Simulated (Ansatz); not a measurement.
# SiC: one crystal by all-electron and frozen-core methods

The same cell of SiC is computed with all-electron LAPW, PAW on the default files and datasets made for this crystal, to set the results side by side.

Program: Ansatz 0.2.0. Level of theory: DFT PBE, scalar-relativistic. These are calculated values, not measurements.

## (1) Starting point

The structure is hexagonal, space group P6_3mc (No. 186). Conventional cell: a = 3.076 Å, b = 3.076 Å, c = 5.048 Å, α = 90.00°, β = 90.00°, γ = 120.00°. Around Si (site symmetry 3m) lie 4 C at 1.87 to 1.94 Å. C (site symmetry 3m) has 4 Si at 1.87 to 1.94 Å as nearest neighbours.

As a file:

```xyz
4
Lattice="3.0760 0.0000 0.0000 -1.5380 2.6639 0.0000 0.0000 0.0000 5.0480" Properties=species:S:1:pos:R:3 pbc="T T T"
Si    0.0000    1.7759    0.0000
Si    1.5380    0.8880    2.5240
C     0.0000    1.7759    1.9435
C     1.5380    0.8880    4.4675
```

The structure is an experimental refinement, used without relaxation.

Atoms are numbered in the order of the input: Si1, Si2, C3, C4.

## (2) All-electron LAPW

Contents of input.yaml:

```yaml
crystal:
  lattice:
    - [3.0759982064, 0.0, 0.0]
    - [-1.5379991032, 2.6638925888, 0.0]
    - [0.0, 0.0, 5.048]
  atoms:
    - { symbol: Si, position: [0.3333333333, 0.6666666667, 0.0] }
    - { symbol: Si, position: [0.6666666667, 0.3333333333, 0.5] }
    - { symbol: C, position: [0.3333333333, 0.6666666667, 0.385] }
    - { symbol: C, position: [0.6666666667, 0.3333333333, 0.885] }
kpoints:
  mp_grid: { grid: [15, 15, 8] }
  band_path:
    path:
      - [0.0, 0.0, 0.0]
      - [0.5, 0.0, 0.0]
      - [0.3333333333, 0.3333333333, 0.0]
      - [0.0, 0.0, 0.0]
      - [0.0, 0.0, 0.5]
      - [0.5, 0.0, 0.5]
      - [0.3333333333, 0.3333333333, 0.5]
      - [0.0, 0.0, 0.5]
      - [0.5, 0.0, 0.5]
    npoints: 14
scf:
  occupations: { method: fermi_dirac, width: 0.08 }
hamiltonian:
  xc: pbe
  pseudopotentials: { kind: all_electron, lapw: { basis_error: 0.001 } }
output:
  forces: true
  stress: true
  eigenvalues: true
  populations: true
  dos: { projected: true, de: 0.2, e_range: [-14, 8] }
```

Command:

```bash
$ ansatz run input.yaml --threads 1 --pin off --max-ram 4096MiB --backend cpu --events-out ev --progress --plain --runs-dir out
```

## (3) PAW on the default files

Changes to input.yaml since step 2:

```diff
@@ -28,3 +28,3 @@
   xc: pbe
-  pseudopotentials: { kind: all_electron, lapw: { basis_error: 0.001 } }
+  pseudopotentials: { kind: paw }
 output:
@@ -33,3 +33,9 @@
   eigenvalues: true
+  efg: { contact_densities: true }
   populations: true
+  bader: true
   dos: { projected: true, de: 0.2, e_range: [-14, 8] }
+  write_density: true
+  write_potential: true
+  elf: true
+  volumetric_format: npy
```

## (4) Datasets made for this crystal

Changes to input.yaml since step 3:

```diff
@@ -23,3 +23,3 @@
       - [0.5, 0.0, 0.5]
-    npoints: 14
+    npoints: 8
 scf:
@@ -28,3 +28,3 @@
   xc: pbe
-  pseudopotentials: { kind: paw }
+  pseudopotentials: { kind: all_electron, datasets: crystal }
 output:
@@ -34,8 +34 @@
   efg: { contact_densities: true }
-  populations: true
-  bader: true
-  dos: { projected: true, de: 0.2, e_range: [-14, 8] }
-  write_density: true
-  write_potential: true
-  elf: true
-  volumetric_format: npy
```

(Steps that only read results are left out.)

Q: Predict the outcome of this session. Wanted: pressure; gap; largest force; Bader charges; highest ELF.

The runs gave:

| quantity | value |
| --- | --- |
| pressure | LAPW 3.71, PAW 3.70, crystal datasets 3.71 GPa |
| gap (LAPW) | 2.32 eV, indirect from Γ to K |
| largest force | LAPW 0.752, PAW 0.753, crystal datasets 0.752 eV/Å |
| Bader charges (PAW) | Si1 +2.78, C3 -2.78 e |
| highest ELF (PAW) | 0.93, 0.91 Å from C |

The pressure of 3.7 GPa pushes the cell to expand, with the atoms held in place. The gap is 2.32 eV, indirect from Γ to K. It is the Kohn-Sham gap of a semilocal functional, which mostly lies below the gap found in experiment. The top eV of the valence band is mostly C 2p (86 % of the projected weight). The projection holds only the free atom's occupied shells (Si 3s, Si 3p, C 2s, C 2p in this range). The field gradient at Si1, the largest by crystal datasets, is 1.68 by PAW and 1.65 by crystal datasets (10²¹ V/m²), within 5 %. PAW lies -0.02 GPa from LAPW in pressure and less than 0.01 eV in the gap. The forces differ by at most 1 meV/Å in a component, on a largest force of 0.752 eV/Å.
